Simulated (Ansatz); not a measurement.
Set up this calculation in Ansatz 0.2.0, as an ASE script.

```yaml
Task: ladder of functionals
Functional: BLYP
Potentials_or_basis: Ansatz PAW
Cutoff: 420 eV
Density_cutoff: 1680 eV
k_mesh: 5 × 5 × 5
Occupations: tetrahedron
Spin: spin-orbit coupling, no magnetisation
Driver: chain
```

The structure of RbBr lies in RbBr.cif:

```cif
data_RbBr
_cell_length_a 4.78428604
_cell_length_b 4.85105721
_cell_length_c 4.85402922
_cell_angle_alpha 61.35288869
_cell_angle_beta 60.91668204
_cell_angle_gamma 59.22355828
_space_group_name_H-M_alt 'P1'
_space_group_name_Hall 'P 1'
_space_group_IT_number 1
loop_
_space_group_symop_operation_xyz
'x,y,z'
loop_
_atom_site_label
_atom_site_type_symbol
_atom_site_symmetry_multiplicity
_atom_site_Wyckoff_symbol
_atom_site_fract_x
_atom_site_fract_y
_atom_site_fract_z
_atom_site_occupancy
Rb1 Rb 1 a 0.0000000000 0.0000000000 0.0000000000 1
Br1 Br 1 a 0.5000000000 0.5000000000 0.5000000000 1
```

The cell isn't the ideal one: cell strained at random at fixed volume.

These files were run (other wordings do the same):

run.py

```python
import json

import ase.io
import numpy as np

import ansatz as az

atoms = ase.io.read("RbBr.cif")
atoms.info.pop("occupancy", None)

calculation = (
    az.Crystal.from_ase(atoms)
    .calculation()
    .kpoints(5, 5, 5)
    .functional("blyp")
    .pseudopotentials(kind="paw_fr")
    .spin("noncollinear", soc=True)
    .occupations(method="tetrahedron")
    .initial_density(chi_scale=0.0)
    .xc_energy_on_converged_density(("lda", "pbe", "pbesol", "rpbe", "revpbe"))
    .forces()
    .stress()
    .band_table(publish=True)
)
outcome = calculation.run(threads=2, events_out="events.jsonl")

report = outcome.report
for line in open("events.jsonl"):
    event = json.loads(line)
    if event["event"] == "scf_iter":
        d = event["data"]
        print(f"SCF {d['iter']:3d}  HF = {d['harris_foulkes_ev']:.6f} eV  dr2 = {d['dr2_ev']:.2e} eV")
    elif event["event"] in ("relax_step", "md_step"):
        d = event["data"]
        print(f"{event['event']} {d['step']:3d}  E = {d['lagrangian_ev']:.6f} eV")
np.set_printoptions(precision=5, suppress=True, linewidth=110)
print("converged:", report["converged"], "after", report["n_iterations"], "iterations")
print(f"free energy {report['free_energy_ev']:.6f} eV, Fermi level {report['fermi_energy_ev']:.4f} eV")
for key in ("band_edges_ev", "magnetization_mub", "site_moments_mub", "site_moments_nc_mub", "forces_ev_ang",
                "stress_gpa"):
    if report.get(key) is not None:
        print(key, np.array(report[key]), sep="\n")
```

Potentials or basis: Ansatz PAW.

Command:

```sh
$ python run.py
```

Results of the run:

```
Pressure               : 1.8 GPa
Band gap on the k mesh : 4.16 eV, direct
```

Caveat: the potentials were made for another functional, which shifts forces and pressure; odd divisions of the mesh miss points on the zone boundary, where band edges often lie, so the gap on the mesh can be too wide; with tetrahedron occupations forces and stress needn't match the slope of the energy.

Run time: 7.5 s on 2 threads of Arm Neoverse V2, on a shared host, peak memory 0.66 GiB.
